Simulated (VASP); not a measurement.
# GaN (F-43m) in VASP: notebook

One crystal, GaN, is run at these levels: PBEsol; tasks: relaxation of cell and atoms.

Everything below comes from runs of VASP 6.6.1. Logs are shortened: lines on timing, memory, paths and dates and some standing lists are left out, and cuts for length are marked.

## Step 1: The structure

It takes space group F-43m (No. 216, cubic). The conventional cell has a = 4.507 Å, b = 4.507 Å, c = 4.507 Å, α = 90.00°, β = 90.00°, γ = 90.00°. Ga (site symmetry -43m) is surrounded by 4 N at 1.95 Å. N (site symmetry -43m) has 4 Ga at 1.95 Å as nearest neighbours.

The cell is a database's computed one.

## Step 2: Relaxation of cell and atoms, PBEsol

File INCAR:

```
SYSTEM = GaN
PREC = Accurate
ENCUT = 600
EDIFF = 1E-6
ISMEAR = 0
SIGMA = 0.03
LREAL = .FALSE.
LASPH = .TRUE.
NELM = 80
ALGO = Normal
ISIF = 3
LWAVE = .FALSE.
LCHARG = .FALSE.
GGA = PS
IBRION = 2
NSW = 90
EDIFFG = -0.01
```

File KPOINTS:

```
Automatic mesh
0
G
  10 10 10
  0 0 0
```

File POSCAR:

```
GaN
1.0
    0.0000000000      2.2535006075      2.2535006075
    2.2535006075      0.0000000000      2.2535006075
    2.2535006075      2.2535006075      0.0000000000
Ga N
1 1
Direct
    0.0000000000      0.0000000000      0.0000000000
    0.7500000000      0.7500000000      0.7500000000
```

Potentials or basis: VASP PAW PBE potentials, release 64 (Ga_d, N).

Started as:

```console
$ cat potpaw_PBE.64/Ga_d/POTCAR potpaw_PBE.64/N/POTCAR > POTCAR
$ mpirun -np 1 vasp_std > vasp.out
```

OUTCAR:

```text
SYSTEM = GaN
   PREC = Accurate
   ENCUT = 600
   EDIFF = 1E-6
   ISMEAR = 0
   LREAL = .FALSE.
   LASPH = .TRUE.
   NELM = 80
   ISIF = 3
   GGA = PS
   IBRION = 2
   NSW = 90
   EDIFFG = -0.01

 ion  position               nearest neighbor table
   1  0.000  0.000  0.000-   2 1.95   2 1.95   2 1.95   2 1.95
   2  0.750  0.750  0.750-   1 1.95   1 1.95   1 1.95   1 1.95

  LATTYP: Found a face centered cubic cell.
 ALAT       =     4.5070012150

  Lattice vectors:

 A1 = (   0.0000000000,   2.2535006075,   2.2535006075)
 A2 = (   2.2535006075,   0.0000000000,   2.2535006075)
 A3 = (   2.2535006075,   2.2535006075,   0.0000000000)

Analysis of symmetry for initial positions (statically):
=====================================================================
 Subroutine PRICEL returns:
 Original cell was already a primitive cell.

 Routine SETGRP: Setting up the symmetry group for a
 face centered cubic supercell.

 Subroutine GETGRP returns: Found 24 space group operations
 (whereof 24 operations were pure point group operations)
 out of a pool of 48 trial point group operations.

The static configuration has the point symmetry T_d .

Analysis of symmetry for dynamics (positions and initial velocities):
=====================================================================
 Subroutine PRICEL returns:
 Original cell was already a primitive cell.

 Routine SETGRP: Setting up the symmetry group for a
 face centered cubic supercell.

 Subroutine GETGRP returns: Found 24 space group operations
 (whereof 24 operations were pure point group operations)
 out of a pool of 48 trial point group operations.

The dynamic configuration has the point symmetry T_d .

 Subroutine INISYM returns: Found 24 space group operations
 (whereof 24 operations are pure point group operations),
 and found     1 'primitive' translations

----------------------------------------------------------------------------------------

                                     Primitive cell

  volume of cell :      22.8877

  direct lattice vectors                    reciprocal lattice vectors
     0.000000000  2.253500607  2.253500607    -0.221877020  0.221877020  0.221877020
     2.253500607  0.000000000  2.253500607     0.221877020 -0.221877020  0.221877020
     2.253500607  2.253500607  0.000000000     0.221877020  0.221877020 -0.221877020

  length of vectors
     3.186931122  3.186931122  3.186931122     0.384302272  0.384302272  0.384302272

  position of ions in fractional coordinates (direct lattice)
     0.000000000  0.000000000  0.000000000
     0.750000000  0.750000000  0.750000000

  ion indices of the primitive-cell ions
   primitive index   ion index
                 1           1
                 2           2

----------------------------------------------------------------------------------------

 KPOINTS: Automatic mesh

Automatic generation of k-mesh.
 Grid dimensions read from file:
 generate k-points for:   10   10   10

 Generating k-lattice:

  Cartesian coordinates                     Fractional coordinates (reciprocal lattice)
    -0.022187702  0.022187702  0.022187702     0.100000000  0.000000000  0.000000000
     0.022187702 -0.022187702  0.022187702     0.000000000  0.100000000  0.000000000
     0.022187702  0.022187702 -0.022187702     0.000000000  0.000000000  0.100000000

  Length of vectors
     0.038430227  0.038430227  0.038430227

  Shift w.r.t. Gamma in fractional coordinates (k-lattice)
     0.000000000  0.000000000  0.000000000

 Subroutine IBZKPT returns following result:
 ===========================================

 Found     47 irreducible k-points:

 Following reciprocal coordinates:
            Coordinates               Weight
  0.000000  0.000000  0.000000      1.000000
  0.100000  0.000000  0.000000      8.000000
  0.200000  0.000000  0.000000      8.000000
  0.300000  0.000000  0.000000      8.000000
  0.400000  0.000000  0.000000      8.000000
  0.500000  0.000000  0.000000      4.000000
[... 16 lines left out ...]
  0.300000  0.300000  0.000000      6.000000
  0.400000  0.300000  0.000000     24.000000
 [... further k-points ...]
   k-points           NKPTS =     47   k-points in BZ     NKDIM =     47   number of bands    NBANDS=     13
   number of dos      NEDOS =    301   number of ions     NIONS =      2
   total plane-waves  NPLWV =  21952
   dimension x,y,z NGX =    28 NGY =   28 NGZ =   28
   dimension x,y,z NGXF=    56 NGYF=   56 NGZF=   56
   ions per type =               1   1
   NGX,Y,Z   is equivalent  to a cutoff of  14.61, 14.61, 14.61 a.u.
   NGXF,Y,Z  is equivalent  to a cutoff of  29.21, 29.21, 29.21 a.u.
 SYSTEM =  GaN
   PREC   = accura    normal or accurate (medium, high low for compatibility)
   ISTART =      0    job   : 0-new  1-cont  2-samecut
   ICHARG =      2    charge: 1-file 2-atom 10-const
   ISPIN  =      1    spin polarized calculation?
   LNONCOLLINEAR =      F non collinear calculations
   LSORBIT =      F    spin-orbit coupling
   LASPH  =      T    aspherical Exc in radial PAW
   ENCUT  =  600.0 eV  44.10 Ry    6.64 a.u.   6.37  6.37  6.37*2*pi/ulx,y,z
   NELM   =     80;   NELMIN=  2; NELMDL= -5     # of ELM steps
   EDIFF  = 0.1E-05   stopping-criterion for ELM
   LREAL  =      F    real-space projection
   EDIFFG = -.1E-01   stopping-criterion for IOM
   NSW    =     90    number of steps for IOM
   IBRION =      2    ionic relax: 0-MD 1-quasi-New 2-CG
   NFREE  =      1    steps in history (QN), initial steepest desc. (CG)
   ISIF   =      3    stress and relaxation
   ISYM   =      2    0-nonsym 1-usesym 2-fastsym
   POTIM  = 0.5000    time-step for ionic-motion
   TEBEG  =    0.0;   TEEND  =   0.0 temperature during run
   PSTRESS=    0.0 pullay stress
   NELECT =      18.0000    total number of electrons
   NUPDOWN=      -1.0000    fix difference up-down
   EMIN   =  10.00;   EMAX   =-10.00  energy-range for DOS
   EFERMI =   0.00;   METHOD = LEGACY
   ISMEAR =     0;   SIGMA  =   0.03  broadening in eV -4-tet -1-fermi 0-gaus
   EFERMI_NEDOS =   21; number of points for ismear=-14 and -15
   IALGO  =     38    algorithm
   IMIX   =      4    mixing-type and parameters
     AMIX     =   0.40;   BMIX     =  1.00
     AMIX_MAG =   1.60;   BMIX_MAG =  1.00
  volume/ion in A,a.u.               =      11.44        77.23
  Fermi-wavevector in a.u.,A,eV,Ry     =   1.511117  2.855596 31.068543  2.283473
  Thomas-Fermi vector in A             =   2.621216
   LORBIT       =      0    0 simple, 1 ext, 2 COOP (PROOUT), +10 PAW based schemes
   GGA     = PS    functional components
   LHFCALC =     F    Hartree Fock is set to
   AEXX    =    0.0000 exact exchange contribution
   IVDW    =     0    specifies the selected vdW correction
   LEPSILON=     F    determine dielectric tensor
   LRPA    =     F    only Hartree local field effects (RPA)
 conjugate gradient relaxation of ions
 non-spin polarized calculation
 Gauss-broadening in eV      SIGMA  =   0.03
  energy-cutoff  :      600.00
  volume of cell :       22.89
 maximum number of plane-waves:       785
 NGX is ok and might be reduce to    28
   NGX = 13   NGY = 13   NGZ = 13

--------------------------------------- Ionic step        1  -------------------------------------------

 number of electron      18.0000005 magnetization

 Free energy of the ion-electron system (eV)
  ---------------------------------------------------
  ext. energy  EPLUGINS =         0.00000000
  ---------------------------------------------------
  free energy    TOTEN  =       -13.12373633 eV

  energy without entropy =      -13.12373633  energy(sigma->0) =      -13.12373633

------------------------ aborting loop because EDIFF is reached ----------------------------------------

  FORCE on cell =-STRESS in cart. coord.  units (eV):
  Direction    XX          YY          ZZ          XY          YZ          ZX
  --------------------------------------------------------------------------------------
  -------------------------------------------------------------------------------------
  Total       -0.2148034     -0.2148034     -0.2148034     -0.0000000      0.0000000     -0.0000000
  in kB      -15.0365662    -15.0365662    -15.0365662     -0.0000000      0.0000000     -0.0000000
  external PRESSURE =     -15.0365662 kB  Pullay stress =       0.0000000 kB

 VOLUME and BASIS-vectors are now :
 -----------------------------------------------------------------------------
  energy-cutoff  :      600.00
  volume of cell :       22.89
      direct lattice vectors                 reciprocal lattice vectors
     0.000000000  2.253500607  2.253500607    -0.221877020  0.221877020  0.221877020
     2.253500607  0.000000000  2.253500607     0.221877020 -0.221877020  0.221877020
     2.253500607  2.253500607  0.000000000     0.221877020  0.221877020 -0.221877020
[... 109 lines left out ...]
 POSITION                                       TOTAL-FORCE (eV/Angst)
 -----------------------------------------------------------------------------------
      2.24685      4.49369      2.24685        -0.000000     -0.000000     -0.000000
      3.37027      3.37027      3.37027         0.000000      0.000000      0.000000
 -----------------------------------------------------------------------------------
    total drift:                               -0.000000     -0.000000     -0.000000

  FREE ENERGIE OF THE ION-ELECTRON SYSTEM (eV)
  ---------------------------------------------------
  free  energy   TOTEN  =       -13.1245722120 eV

  energy  without entropy=      -13.1245722120  energy(sigma->0) =      -13.12457221

--------------------------------------- Ionic step        5  -------------------------------------------

 number of electron      18.0000004 magnetization

 Free energy of the ion-electron system (eV)
  ---------------------------------------------------
  ext. energy  EPLUGINS =         0.00000000
  ---------------------------------------------------
  free energy    TOTEN  =       -13.12457832 eV

  energy without entropy =      -13.12457832  energy(sigma->0) =      -13.12457832

 E-fermi :   5.4396     XC(G=0): -11.9480

 val. band max:        5.2428573932   @ k =   0.0000   0.0000   0.0000
 cond. band min:       6.9806311147   @ k =   0.0000   0.0000   0.0000
 fundamental gap:      1.7377737215
 Fermi energy:         5.4396147208

 k-point     1 :       0.0000    0.0000    0.0000
  band No.  band energies     occupation
      1     -10.7637      2.00000
      2      -8.1685      2.00000
      3      -8.1685      2.00000
      4      -8.1685      2.00000
      5      -7.8346      2.00000
      6      -7.8346      2.00000
      7       5.2429      2.00000
      8       5.2429      2.00000
      9       5.2429      2.00000
     10       6.9806      0.00000
     11      15.4990      0.00000
     12      15.4990      0.00000
     13      15.4990      0.00000

 k-point     2 :       0.1000    0.0000    0.0000
  band No.  band energies     occupation
      1     -10.6489      2.00000
      2      -8.1544      2.00000
      3      -8.1544      2.00000
      4      -8.1317      2.00000
      5      -7.8360      2.00000
      6      -7.8360      2.00000
      7       4.1364      2.00000
      8       5.1336      2.00000
      9       5.1336      2.00000
     10       7.8356      0.00000
     11      14.9957      0.00000
[... 339 lines left out ...]
 k-point    24 :       0.4000    0.3000    0.0000
  band No.  band energies     occupation
      1      -9.7251      2.00000
      2      -8.0381      2.00000
      3      -7.9357      2.00000
      4      -7.9348      2.00000
      5      -7.7718      2.00000
      6      -6.9302      2.00000
      7       0.1700      2.00000
      8       2.7108      2.00000
      9       3.0429      2.00000
     10       9.6025      0.00000
     11      12.3808      0.00000
     12      15.9550      0.00000
     13      18.0918      0.00000

 [... further k-points ...]
[... 5 lines left out ...]
  --------------------------------------------------------------------------------------
  -------------------------------------------------------------------------------------
  Total        0.0124378      0.0124378      0.0124378     -0.0000000      0.0000000     -0.0000000
  in kB        0.8781416      0.8781416      0.8781416     -0.0000000      0.0000000     -0.0000000
  external PRESSURE =       0.8781416 kB  Pullay stress =       0.0000000 kB

 VOLUME and BASIS-vectors are now :
 -----------------------------------------------------------------------------
  energy-cutoff  :      600.00
  volume of cell :       22.69
      direct lattice vectors                 reciprocal lattice vectors
    -0.000000000  2.247086699  2.247086699    -0.222510329  0.222510329  0.222510329
     2.247086699  0.000000000  2.247086699     0.222510329 -0.222510329  0.222510329
     2.247086699  2.247086699 -0.000000000     0.222510329  0.222510329 -0.222510329

 POSITION                                       TOTAL-FORCE (eV/Angst)
 -----------------------------------------------------------------------------------
      0.00000      0.00000      0.00000         0.000000     -0.000000      0.000000
      3.37063      3.37063      3.37063        -0.000000      0.000000     -0.000000
 -----------------------------------------------------------------------------------
    total drift:                               -0.000000     -0.000000     -0.000000

  FREE ENERGIE OF THE ION-ELECTRON SYSTEM (eV)
  ---------------------------------------------------
  free  energy   TOTEN  =       -13.1245783157 eV

  energy  without entropy=      -13.1245783157  energy(sigma->0) =      -13.12457832

 reached required accuracy - stopping structural energy minimisation
```

It took 25 s on 1 thread of Intel Xeon 6975P-C (Granite Rapids), shared host; peak memory 0.17 GiB.

What came out:

* Free energy: -13.1246 eV
* Relaxed volume: 11.35 Å³/atom
* Relaxed cell: a = 3.178 Å, b = 3.178 Å, c = 3.178 Å, α = 60.00°, β = 60.00°, γ = 60.00°
* Space group after relaxing (to 0.05 Å): F-43m (No. 216)
* Energy gained by relaxing: 0.4 meV/atom
* Ionic steps: 5
* Pressure after relaxing: 0.1 GPa
* Band gap on the k mesh: 1.74 eV, direct

Step by step:
```
step  energy change (eV)  largest force (eV/Å)  pressure (GPa)  volume (Å³)
   1              0.0000                0.0000           -1.50        22.89
   2             -0.0001                0.0000            1.75        22.53
   3             -0.0008                0.0000           -0.15        22.70
   4             -0.0008                0.0000            0.18        22.69
   5             -0.0008                0.0000            0.09        22.69
```

Final structure:
```xyz
2
Lattice="0.0000 2.2471 2.2471 2.2471 0.0000 2.2471 2.2471 2.2471 0.0000" Properties=species:S:1:pos:R:3 pbc="T T T"
Ga    0.0000    0.0000    0.0000
N     3.3706    3.3706    3.3706
```

Caveat: the PAW data sets were made with another functional, which shifts forces and pressure a little.

## Step 3: Relaxation of cell and atoms, PBEsol

This run uses another cell than the first one, of 11.35 Å³/atom, 0.991 times its volume.

INCAR: that of step 2 with these lines changed.

```diff
@@ -3,3 +3,3 @@
 ENCUT = 600
-EDIFF = 1E-6
+EDIFF = 1E-7
 ISMEAR = 0
@@ -16,2 +16,2 @@
 NSW = 90
-EDIFFG = -0.01
+EDIFFG = -0.005
```

KPOINTS is that of step 2.

File POSCAR:

```
GaN                                     
1.0
   -0.0000000000      2.2470866992      2.2470866992
    2.2470866992      0.0000000000      2.2470866992
    2.2470866992      2.2470866992     -0.0000000000
  Ga              N             
     1     1
Direct
     0.0000000000000000    0.0000000000000000    0.0000000000000000
     0.7500000000000000    0.7500000000000000    0.7500000000000000
```

Potentials or basis: VASP PAW PBE potentials, release 64 (Ga_d, N).

Started as:

```console
$ cat potpaw_PBE.64/Ga_d/POTCAR potpaw_PBE.64/N/POTCAR > POTCAR
$ mpirun -np 1 vasp_std > vasp.out
```

It took 18 s on 1 thread of Intel Xeon 6975P-C (Granite Rapids), shared host; peak memory 0.17 GiB.

It converged, with:

```yaml
Free_energy: -13.1243 eV
Relaxed_volume: 11.35 Å³/atom
Relaxed_cell: a = 3.179 Å, b = 3.179 Å, c = 3.179 Å, α = 60.00°, β = 60.00°, γ = 60.00°
Space_group_after_relaxing_to_0.05_Å: F-43m (No. 216)
Energy_gained_by_relaxing: 0.0 meV/atom
Ionic_steps: 3
Pressure_after_relaxing: 0.0 GPa
Band_gap_on_the_k_mesh: 1.73 eV, direct
```

Final structure:
```cif
data_structure
_symmetry_space_group_name_H-M 'P 1'
_symmetry_Int_Tables_number 1
_cell_length_a 3.1785
_cell_length_b 3.1785
_cell_length_c 3.1785
_cell_angle_alpha 60.000
_cell_angle_beta 60.000
_cell_angle_gamma 60.000
_cell_volume 22.71
loop_
_atom_site_label
_atom_site_type_symbol
_atom_site_fract_x
_atom_site_fract_y
_atom_site_fract_z
_atom_site_occupancy
Ga1 Ga 0.00000 0.00000 0.00000 1
N1 N 0.75000 0.75000 0.75000 1
```

Levels at points of the mesh, in eV from the valence-band top:
```
           k point  band 7  band 8  band 9  band 10  band 11  band 12
(0.00, 0.00, 0.00)    0.00    0.00    0.00     1.73    10.25    10.25
(0.50, 0.00, 0.00)   -7.17   -0.99   -0.99     4.62     8.67    10.31
(0.50, 0.50, 0.00)   -6.21   -2.76   -2.76     3.23     6.61    11.63
```

Caveat: the PAW data sets were made with another functional, which shifts forces and pressure a little. As with any semilocal functional, this PBEsol gap is likely too small.
